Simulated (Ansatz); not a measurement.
PbF2 (Fluorocronite) under changes of volume

One of the cells (17.354 Å³/atom); the others are scaled copies at fixed shape and fractional positions:

```xyz
3
Lattice="0.0000 2.9637 2.9637 2.9637 0.0000 2.9637 2.9637 2.9637 0.0000" Properties=species:S:1:pos:R:3 pbc="T T T"
Pb    0.0000    0.0000    0.0000
F     4.4455    4.4455    4.4455
F     1.4818    1.4818    1.4818
```

* Program: Ansatz 0.2.0
* Functional: r2SCAN
* Potentials or basis: Ansatz PAW
* Cutoff: 500 eV (not typed: the program's choice for these potentials)
* k mesh: 8 × 8 × 8
* Occupations: fermi-dirac, width 0.05 eV
* Spin: no spin polarisation

```tsv
volume (Å³/atom)	energy over the lowest point (meV/atom)	pressure (GPa)	gap on the mesh (eV)
16.313	?	?	?
16.660	6.10	3.2	4.91
17.007	1.20	1.4	4.92
17.354	0.00	-0.2	4.93
17.701	2.09	-1.7	4.94
18.048	7.14	-3.0	4.94
18.395	14.80	-4.1	4.94
```

Problem. What does the run at 16.313 Å³/atom give?

Solution. Energy over the lowest point 15.17 meV/atom; pressure 5.2 GPa; gap on the mesh 4.90 eV.

Worked out: A Birch-Murnaghan fit of order 3 (a polynomial in V^(-2/3)) to the other rows has its minimum at 17.30 Å³/atom with B0 = V·E''(V) = 77 GPa and B' = 4.7. It gives 15.15 meV/atom at 16.313 Å³/atom, against the run's 15.17, and -dE/dV = 5.2 GPa, against 5.2. A straight line through the other rows of the gap, of slope 0.319 eV per unit of ln V, extrapolates to 4.91 eV, against the run's 4.90.

Energies are extrapolated to zero smearing.

Caveats: spin-orbit coupling is left out, which as a rule narrows the gap of such compounds by several tenths of an eV; the PAW data sets come from PBE, with cores solved anew for the run's functional, which leaves a small shift of forces and pressure.

A mesh can miss the band edges.
